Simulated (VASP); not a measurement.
# From one sheet to two: InSe monolayer, part 2 of 8

Aim: relax InSe monolayer, place its levels against the vacuum, then find how two sheets stack and bind.

VASP 6.6.1, plane waves and PAW; the level of theory is named at each step.

So far. Step 2 (A second relaxation): The start already met the threshold, so nothing moved.

## Step 3: Potential and states of the slab

Level of this step: PBE with D3(BJ); plane waves and PAW (In, Se) (VASP).

A static run writes the electrostatic potential without exchange and correlation (LVHAR), which is flat in the vacuum and gives the level to count from. The dipole correction cancels the field that unlike faces would set up across the vacuum.

File INCAR:

```
SYSTEM = InSe
PREC = Normal
ENCUT = 350
EDIFF = 1E-06
NELM = 120
ISMEAR = 0
SIGMA = 0.03
LREAL = .FALSE.
ALGO = Fast
GGA = PE
IVDW = 12
NBANDS = 15
LORBIT = 11
LWAVE = .FALSE.
LCHARG = .TRUE.
IDIPOL = 3
LDIPOL = .TRUE.
DIPOL = 0.5 0.5 0.5
LVHAR = .TRUE.
LVACPOTAV = .TRUE.
NEDOS = 1500
LELF = .TRUE.
```

File POSCAR:

```
InSe
1.0
    4.0377204441      0.0000000000      0.0000000000
   -2.0188602220      3.4967684780      0.0000000000
    0.0000000000      0.0000000000     22.0000000000
In Se
2 2
Direct
    0.3333333333      0.6666666667      0.4366860628
    0.3333333333      0.6666666667      0.5633139372
    0.6666666667      0.3333333333      0.3773759262
    0.6666666667      0.3333333333      0.6226240738
```

File KPOINTS:

```
Automatic mesh
0
Gamma
9 9 1
0 0 0
```

File KPOINTS_OPT:

```
Line mode
14
Line-mode
Reciprocal
  0.00000000   0.00000000   0.00000000 GAMMA
  0.50000000   0.00000000   0.00000000 M

  0.50000000   0.00000000   0.00000000 M
  0.33333333   0.33333333   0.00000000 K

  0.33333333   0.33333333   0.00000000 K
  0.00000000   0.00000000   0.00000000 GAMMA
```

The projector-augmented-wave data sets are In and Se (PBE family, release 64).

Launch:

```sh
mpirun -np 4 vasp_std
```

What it wrote:

```text
[banner, memory and clock lines left out]
running    4 mpi-ranks, on    1 nodes
 distrk:  each k-point on    4 cores,    1 groups
 distr:  one band on    1 cores,    4 groups

 POSCAR found type information on POSCAR InSe
 POSCAR found :  2 types and       4 ions
 LDA part: xc-table for (Slater+PW92), standard interpolation
|                                                                             |
|           W    W    AA    RRRRR   N    N  II  N    N   GGGG   !!!           |
|           W    W   A  A   R    R  NN   N  II  NN   N  G    G  !!!           |
|           W    W  A    A  R    R  N N  N  II  N N  N  G       !!!           |
|           W WW W  AAAAAA  RRRRR   N  N N  II  N  N N  G  GGG   !            |
|           WW  WW  A    A  R   R   N   NN  II  N   NN  G    G                |
|           W    W  A    A  R    R  N    N  II  N    N   GGGG   !!!           |
|                                                                             |
|     The number of bands has been changed from the values supplied in        |
|     The orbitals not found in the WAVECAR file will be initialized with     |
|     random numbers, which is usually adequate. For correlated               |
|     calculations, however, you should redo the groundstate calculation.     |
|     I found NBANDS = 15. Now, NBANDS = 16.                                  |
|                                                                             |

 POSCAR, INCAR and KPOINTS ok, starting setup
 FFT: planning ... GRIDC
 FFT: planning ... GRID_SOFT
 FFT: planning ... GRID
 WAVECAR not read
 entering main loop
       N       E                     dE             d eps       ncg     rms          rms(c)
DAV:   1     0.972996188955E+02    0.97300E+02   -0.43850E+03   384   0.570E+02
DAV:   2    -0.187870058300E+01   -0.99178E+02   -0.93231E+02   544   0.121E+02
DAV:   3    -0.144028766869E+02   -0.12524E+02   -0.12406E+02   528   0.500E+01
DAV:   4    -0.147063899549E+02   -0.30351E+00   -0.30332E+00   464   0.952E+00
DAV:   5    -0.147125945543E+02   -0.62046E-02   -0.62034E-02   544   0.125E+00    0.655E+00
RMM:   6    -0.142622350205E+02    0.45036E+00   -0.52251E-01   421   0.272E+00    0.385E+00
RMM:   7    -0.142119359588E+02    0.50299E-01   -0.31818E-01   433   0.225E+00    0.970E-01
RMM:   8    -0.141990502010E+02    0.12886E-01   -0.35422E-02   437   0.923E-01    0.188E-01
RMM:   9    -0.141990859281E+02   -0.35727E-04   -0.42153E-03   485   0.376E-01    0.152E-01
RMM:  10    -0.141992382532E+02   -0.15233E-03   -0.72252E-04   486   0.156E-01    0.866E-02
RMM:  11    -0.141992508877E+02   -0.12635E-04   -0.23004E-04   480   0.846E-02    0.320E-02
RMM:  12    -0.141992771549E+02   -0.26267E-04   -0.80698E-05   486   0.434E-02    0.106E-02
RMM:  13    -0.141993207892E+02   -0.43634E-04   -0.35557E-05   475   0.270E-02    0.132E-02
RMM:  14    -0.141993671411E+02   -0.46352E-04   -0.10130E-05   468   0.139E-02    0.559E-03
RMM:  15    -0.141993833287E+02   -0.16188E-04   -0.57707E-06   433   0.858E-03    0.643E-03
RMM:  16    -0.141993974291E+02   -0.14100E-04   -0.47073E-06   447   0.835E-03    0.528E-03
RMM:  17    -0.141994005979E+02   -0.31689E-05   -0.42143E-07   343   0.310E-03    0.496E-03
RMM:  18    -0.141994100961E+02   -0.94981E-05   -0.87892E-07   372   0.350E-03    0.320E-03
RMM:  19    -0.141994112556E+02   -0.11596E-05   -0.64522E-08   227   0.138E-03    0.203E-03
RMM:  20    -0.141994162689E+02   -0.50133E-05   -0.33312E-07   334   0.202E-03    0.396E-04
RMM:  21    -0.141994163095E+02   -0.40577E-07   -0.54469E-09   171   0.788E-04
|                                                                             |
|           W    W    AA    RRRRR   N    N  II  N    N   GGGG   !!!           |
|           W    W   A  A   R    R  NN   N  II  NN   N  G    G  !!!           |
|           W    W  A    A  R    R  N N  N  II  N N  N  G       !!!           |
|           W WW W  AAAAAA  RRRRR   N  N N  II  N  N N  G  GGG   !            |
|           WW  WW  A    A  R   R   N   NN  II  N   NN  G    G                |
|           W    W  A    A  R    R  N    N  II  N    N   GGGG   !!!           |
|                                                                             |
|     Did not find any points to average over, which means that no vacuum     |
|     field-free region was found. Please increase the size of  your cell     |
|     in the dimension of the dipole correction to obtain accurate            |
|     workfunction values.                                                    |
|                                                                             |

   1 F= -.15081197E+02 E0= -.15081197E+02  d E =-.942870E-11
 Start KPOINTS_OPT (optional k-point list driver)
k-point batch [1-12\42]
       N       E                     dE             ncg
DAV:   1    -0.285917105126E+03   -0.23548E+04      384
DAV:   2    -0.138852861625E+04   -0.11026E+04      560
DAV:   3    -0.153964630513E+04   -0.15112E+03      512
DAV:   4    -0.154319604544E+04   -0.35497E+01      472
DAV:   5    -0.154327694752E+04   -0.80902E-01      552
DAV:   6    -0.154327970434E+04   -0.27568E-02      512
DAV:   7    -0.154327981691E+04   -0.11257E-03      560
DAV:   8    -0.154327982330E+04   -0.63937E-05      408
DAV:   9    -0.154327982365E+04   -0.35313E-06      376
[...]
k-point batch [37-42\42]
       N       E                     dE             ncg
DAV:   1     0.188243552186E+04   -0.46101E+03      192
DAV:   2     0.136593478871E+04   -0.51650E+03      288
DAV:   3     0.129448908716E+04   -0.71446E+02      272
DAV:   4     0.129302068524E+04   -0.14684E+01      224
DAV:   5     0.129298093424E+04   -0.39751E-01      264
DAV:   6     0.129297908275E+04   -0.18515E-02      264
DAV:   7     0.129297900015E+04   -0.82597E-04      304
DAV:   8     0.129297899854E+04   -0.16152E-05      208
DAV:   9     0.129297899844E+04   -0.91074E-07      224
```

It took 9.2 s on 4 MPI ranks of Intel Xeon 6975P-C (Granite Rapids), shared host; peak memory 0.62 GiB.

From OUTCAR (step 3):

```text
The static configuration has the point symmetry D_3h.

 Found     12 irreducible k-points:

   k-points           NKPTS =     12   k-points in BZ     NKDIM =     12   number of bands    NBANDS=     16

   NELECT =      18.0000    total number of electrons

 E-fermi :  -2.8048

 k-point     1 :       0.0000    0.0000    0.0000
  band No.  band energies     occupation
    ...
      5      -3.3717      2.00000
      6      -3.3717      2.00000
      7      -3.2993      2.00000
      8      -3.2993      2.00000
      9      -3.0015      2.00000
     10      -1.3024      0.00000
     11      -0.0815      0.00000
     12       2.1366      0.00000
     13       2.1366      0.00000
     14       2.6924      0.00000
    ...

 k-point     2 :       0.1111   -0.0000    0.0000
  band No.  band energies     occupation
    ...
      5      -4.0246      2.00000
      6      -3.9111      2.00000
      7      -3.5177      2.00000
      8      -3.4284      2.00000
      9      -2.9396      2.00000
     10      -0.7411      0.00000
     11       0.5034      0.00000
     12       1.5204      0.00000
     13       2.2434      0.00000
     14       2.7005      0.00000
    ...

 Edisp (eV)   -0.88178

  Total      -0.02543    -0.02543    -0.00575    -0.00000     0.00000    -0.00000
  in kB      -0.13119    -0.13119    -0.02967    -0.00000     0.00000    -0.00000
  external pressure =       -0.10 kB  Pullay stress =        0.00 kB

 POSITION                                       TOTAL-FORCE (eV/Angst)
 -----------------------------------------------------------------------------------
     -0.00000      2.33118      9.60709        -0.000000     -0.000000     -0.004978
     -0.00000      2.33118     12.39291        -0.000000     -0.000000      0.004978
      2.01886      1.16559      8.30227         0.000000      0.000000      0.000669
      2.01886      1.16559     13.69773         0.000000     -0.000000     -0.000669
 -----------------------------------------------------------------------------------
    total drift:                                0.000003     -0.000002      0.000000

  FREE ENERGIE OF THE ION-ELECTRON SYSTEM (eV)
  ---------------------------------------------------
  free  energy   TOTEN  =       -15.0811973754 eV

  energy  without entropy=      -15.0811973754  energy(sigma->0) =      -15.08119738

 vacuum level on the upper side and lower side of the slab         3.093         3.093

[... 11 parts as in an earlier step ...]

[... 3 further parts left out ...]
```

Numbers from this step:

```
electronic cycles                                 : 21
Fermi energy                                      : -2.805 eV
least gap on mesh and path                        : 1.628 eV
least direct gap on mesh and path                 : 1.699 eV
vacuum levels                                     : 3.093, 3.093 eV
ionisation potentials of the upper and lower face : 6.024, 6.024 eV
electron affinities of the upper and lower face   : 4.395, 4.395 eV
```

The electronic bands at the labelled points (eV, zero at the valence-band top; v1 is the highest filled band, c1 the lowest empty one):

| point | v4 | v3 | v2 | v1 | c1 | c2 | c3 | c4 |
| --- | --- | --- | --- | --- | --- | --- | --- | --- |
| Γ | -0.44 | -0.37 | -0.37 | -0.07 | 1.63 | 2.85 | 5.07 | 5.07 |
| 0.46 of the way | -1.65 | -0.95 | -0.82 | -0.05 | 2.75 | 3.06 | 4.78 | 4.97 |
| M | -1.50 | -1.46 | -1.29 | -0.92 | 2.32 | 2.34 | 4.25 | 4.54 |
| 0.46 of the way | -2.05 | -1.83 | -1.31 | -0.92 | 2.65 | 2.79 | 4.37 | 4.80 |
| K | -2.70 | -1.70 | -1.23 | -1.07 | 2.56 | 3.12 | 4.01 | 5.06 |
| 0.46 of the way | -1.69 | -1.60 | -1.46 | -0.18 | 3.08 | 3.25 | 4.31 | 5.31 |
| Γ | -0.44 | -0.37 | -0.37 | -0.07 | 1.63 | 2.85 | 5.07 | 5.07 |

Of the projections kept (In, Se), the largest for each band there; the rest of the weight can lie on other orbitals:

| point | v4 | v3 | v2 | v1 | c1 | c2 | c3 | c4 |
| --- | --- | --- | --- | --- | --- | --- | --- | --- |
| Γ | Se 0.77 | Se 0.79 | Se 0.79 | Se 0.65 | Se 0.51 | In 0.78 | In 0.89 | In 0.89 |
| M | Se 0.70 | Se 0.64 | Se 0.69 | In 0.62 | In 0.59 | In 0.65 | In 0.77 | In 0.76 |
| K | Se 0.60 | Se 0.67 | Se 0.77 | In 0.75 | In 0.67 | In 0.64 | In 0.60 | In 0.68 |
| Γ | Se 0.77 | Se 0.79 | Se 0.79 | Se 0.65 | Se 0.51 | In 0.78 | In 0.89 | In 0.89 |

Zero at the Fermi level. Planar average of the electrostatic potential against height:

height (Å), planar average of the electrostatic potential (eV) and a bar from the least value:
```
        0       5.90 ##############################
        1       5.90 ##############################
        2       5.90 ##############################
        3       5.90 ##############################
        4       5.90 ##############################
        5       5.90 ##############################
        6       5.86 ##############################
        7       5.09 ############################
        8      -4.12 #####
        9      -6.29 
       10      -4.13 #####
       11       3.06 #######################
       12      -4.13 #####
       13      -6.29 
       14      -4.12 #####
       15       5.09 ############################
       16       5.86 ##############################
       17       5.90 ##############################
       18       5.90 ##############################
       19       5.90 ##############################
       20       5.90 ##############################
       21       5.90 ##############################
```

Density of states in the PAW spheres, an atom over height of the layer and energy from the Fermi level.

Ten even steps from '0' (0.00 states/eV) to '9' (1.38 states/eV), each cell a mean:
```
0000
1111
2222
4334
6336
8338
6336
3223
3333
1111
0000
0110
1111
1331
0220
2992
0000
0000
0000
0000
0000
0000
```
Columns: height of the layer (Å) from 8.3 to 13.7 (not evenly spaced); rows upwards: energy from the Fermi level (eV) from -7.9 to 0.5.

ELF in the ca plane at fractional y = 0.333, with atoms of Se within 0.2 Å of it. It is the smooth field of the valence electrons, not physical close to the nuclei.

Values, 6 rows by 16 columns, each cell a mean:
```
0.00 0.00 0.00 0.00 0.03 0.28 0.74 0.83 0.68 0.22 0.14 0.46 0.81 0.82 0.51 0.08
0.00 0.00 0.00 0.04 0.13 0.46 0.88 0.68 0.71 0.18 0.04 0.50 0.68 0.85 0.73 0.23
0.00 0.00 0.00 0.00 0.09 0.44 0.86 0.77 0.72 0.18 0.05 0.49 0.76 0.86 0.69 0.16
0.00 0.00 0.00 0.00 0.02 0.18 0.60 0.76 0.62 0.29 0.25 0.45 0.74 0.71 0.37 0.05
0.00 0.00 0.00 0.00 0.00 0.01 0.07 0.22 0.44 0.62 0.63 0.55 0.32 0.13 0.03 0.00
0.00 0.00 0.00 0.00 0.00 0.03 0.20 0.39 0.48 0.53 0.53 0.50 0.45 0.30 0.09 0.01
```
Columns run along c (16.0 Å, from fractional 0.04 to 0.77 of the cell), rows up along a (4.0 Å). Atoms in or near the plane, at fractional coordinates: Se at (0.38, 0.67), Se at (0.62, 0.67).

Valence density in the ca plane at fractional y = 0.333, with atoms of Se within 0.2 Å of it. It is the smooth field of the valence electrons, not physical close to the nuclei.

Values in e/Å³, 6 rows by 16 columns, each cell a mean:
```
0.00 0.00 0.00 0.00 0.00 0.01 0.16 0.56 0.33 0.07 0.04 0.13 0.49 0.43 0.06 0.00
0.00 0.00 0.00 0.00 0.00 0.02 0.40 0.46 0.53 0.06 0.02 0.17 0.54 0.61 0.13 0.00
0.00 0.00 0.00 0.00 0.00 0.02 0.34 0.63 0.50 0.06 0.03 0.16 0.62 0.64 0.11 0.00
0.00 0.00 0.00 0.00 0.00 0.01 0.10 0.39 0.25 0.07 0.05 0.12 0.36 0.29 0.04 0.00
0.00 0.00 0.00 0.00 0.00 0.00 0.02 0.08 0.12 0.10 0.08 0.11 0.11 0.05 0.01 0.00
0.00 0.00 0.00 0.00 0.00 0.00 0.03 0.11 0.14 0.09 0.07 0.11 0.14 0.08 0.01 0.00
```
Columns run along c (16.0 Å, from fractional 0.04 to 0.77 of the cell), rows up along a (4.0 Å). Atoms in or near the plane, at fractional coordinates: Se at (0.38, 0.67), Se at (0.62, 0.67).

The map of layer states is cut here 0.5 eV above the Fermi level, so it leaves out the states above that.

The vacuum level lies 6.02 eV above the highest filled level at the upper face; both faces agree, as the slab has next to no dipole.

The program found no field-free point at its default tolerance, but its printed level agrees with the flat part of the planar average.

## Step 4: The slab in a field, field -0.1

A field across the slab, with the atoms held, gives the electronic response: the dipole changes linearly with the field, and the energy has a linear term from the slab's own dipole and a quadratic one from its polarisability.

File INCAR:

```
SYSTEM = InSe
PREC = Normal
ENCUT = 350
EDIFF = 1E-06
NELM = 120
ISMEAR = 0
SIGMA = 0.03
LREAL = .FALSE.
ALGO = Fast
GGA = PE
IVDW = 12
NBANDS = 15
LORBIT = 11
LWAVE = .FALSE.
LCHARG = .FALSE.
KPAR = 4
IDIPOL = 3
LDIPOL = .TRUE.
DIPOL = 0.5 0.5 0.5
EFIELD = -0.1
```

POSCAR is that of step 3.

KPOINTS is that of step 3.

Launch:

```sh
mpirun -np 4 vasp_std
```

What it wrote:

```text
[... set-up lines as in an earlier step ...]
 entering main loop
       N       E                     dE             d eps       ncg     rms          rms(c)
DAV:   1     0.972263169836E+02    0.97226E+02   -0.44182E+03   360   0.607E+02
DAV:   2    -0.110555860784E+01   -0.98332E+02   -0.92648E+02   536   0.127E+02
DAV:   3    -0.143414067551E+02   -0.13236E+02   -0.13091E+02   444   0.539E+01
DAV:   4    -0.147254731255E+02   -0.38407E+00   -0.38258E+00   479   0.110E+01
DAV:   5    -0.147340312118E+02   -0.85581E-02   -0.85572E-02   473   0.153E+00    0.655E+00
RMM:   6    -0.142655988730E+02    0.46843E+00   -0.55461E-01   395   0.294E+00    0.386E+00
RMM:   7    -0.142153527304E+02    0.50246E-01   -0.34608E-01   421   0.244E+00    0.101E+00
RMM:   8    -0.142015158098E+02    0.13837E-01   -0.34128E-02   434   0.973E-01    0.232E-01
RMM:   9    -0.142019991482E+02   -0.48334E-03   -0.54553E-03   472   0.425E-01    0.179E-01
RMM:  10    -0.142019820502E+02    0.17098E-04   -0.81759E-04   462   0.157E-01    0.860E-02
RMM:  11    -0.142020639982E+02   -0.81948E-04   -0.31836E-04   445   0.114E-01    0.220E-02
RMM:  12    -0.142020798721E+02   -0.15874E-04   -0.79149E-05   474   0.472E-02    0.207E-02
RMM:  13    -0.142021457763E+02   -0.65904E-04   -0.65900E-05   433   0.384E-02    0.167E-02
RMM:  14    -0.142021667367E+02   -0.20960E-04   -0.11467E-05   441   0.166E-02    0.616E-03
RMM:  15    -0.142022128307E+02   -0.46094E-04   -0.99023E-06   426   0.121E-02    0.234E-03
RMM:  16    -0.142022215220E+02   -0.86912E-05   -0.29191E-06   372   0.606E-03    0.247E-03
RMM:  17    -0.142022315555E+02   -0.10034E-04   -0.18326E-06   373   0.443E-03    0.201E-03
RMM:  18    -0.142022360740E+02   -0.45185E-05   -0.25378E-07   284   0.221E-03    0.142E-03
RMM:  19    -0.142022457597E+02   -0.96857E-05   -0.40329E-07   259   0.200E-03    0.114E-03
RMM:  20    -0.142022485750E+02   -0.28153E-05   -0.11758E-07   212   0.149E-03    0.118E-03
RMM:  21    -0.142022503865E+02   -0.18115E-05   -0.10180E-07   214   0.139E-03    0.103E-04
RMM:  22    -0.142022505813E+02   -0.19476E-06   -0.18263E-08   132   0.113E-03
   1 F= -.15084032E+02 E0= -.15084032E+02  d E =-.699696E-11
```

It took 5 s on 4 MPI ranks; peak memory 0.79 GiB.

OUTCAR, selected parts (step 4):

```text
The static configuration has the point symmetry D_3h.

 Found     12 irreducible k-points:

   NELECT =      18.0000    total number of electrons

 dipolmoment           0.000000      0.000000     -0.056707 electrons x Angstroem

 E-fermi :  -2.8043

 k-point     1 :       0.0000    0.0000    0.0000
  band No.  band energies     occupation
    ...
      5      -3.3769      2.00000
      6      -3.3769      2.00000
      7      -3.2951      2.00000
      8      -3.2951      2.00000
      9      -3.0022      2.00000
     10      -1.3031      0.00000
     11      -0.0817      0.00000
     12       2.1360      0.00000
     13       2.1360      0.00000
     14       2.4470      0.00000
    ...

 k-point     2 :       0.1111   -0.0000    0.0000
  band No.  band energies     occupation
    ...
      5      -4.0289      2.00000
      6      -3.9079      2.00000
      7      -3.5220      2.00000
      8      -3.4251      2.00000
      9      -2.9402      2.00000
     10      -0.7419      0.00000
     11       0.5030      0.00000
     12       1.5189      0.00000
     13       2.2428      0.00000
     14       2.5560      0.00000
    ...

 Edisp (eV)   -0.88178

  Total      -0.02341    -0.02341    -0.00802    -0.00000     0.00000    -0.00000
  in kB      -0.12077    -0.12077    -0.04138    -0.00000     0.00000    -0.00000
  external pressure =       -0.09 kB  Pullay stress =        0.00 kB

 POSITION                                       TOTAL-FORCE (eV/Angst)
 -----------------------------------------------------------------------------------
     -0.00000      2.33118      9.60709        -0.000000      0.000000      0.012906
     -0.00000      2.33118     12.39291        -0.000000      0.000000      0.023059
      2.01886      1.16559      8.30227         0.000000      0.000000     -0.017736
      2.01886      1.16559     13.69773         0.000000     -0.000000     -0.018230
 -----------------------------------------------------------------------------------
    total drift:                                0.000003     -0.000002     -0.000066

  FREE ENERGIE OF THE ION-ELECTRON SYSTEM (eV)
  ---------------------------------------------------
  free  energy   TOTEN  =       -15.0840316472 eV

  energy  without entropy=      -15.0840316472  energy(sigma->0) =      -15.08403165

 vacuum level on the upper side and lower side of the slab         3.723         2.311

 total charge
# of ion       s       p       d       tot
------------------------------------------
    1        1.214   1.253   0.175   2.642
    2        1.211   1.255   0.175   2.642
    3        1.473   2.330   0.018   3.820
    4        1.474   2.325   0.018   3.817
--------------------------------------------------
tot          5.372   7.164   0.386  12.921

[... 8 parts as in an earlier step ...]

[... 5 further parts left out ...]
```

Numbers from this step:

| Item | Value |
| --- | --- |
| electronic cycles | 22 |
| Fermi energy | -2.804 eV |
| dipole moment | 0, 0, -0.05671 e·Å |

VASP counts the dipole in electrons times Å, so a positive number points the physical dipole along −c. A positive EFIELD is likewise a physical field along −c.

Energy at zero smearing: -15.08403 eV.

(Continued in part 3 of 8.)

[Lines on the potential files, build, host, timing and source positions are cut from VASP's logs without a mark.]

[Logs are printed without paths, hosts, clocks, repeated set-up lines and the standing remarks that a program may print on its own settings, such as how far it seeks lower states.]

[Hosts, paths, dates, database ids (printed as entryN), source tags and the programs' standing remarks are cut or masked in the printed files.]

[Runs that stopped without an error message from VASP are left out.]
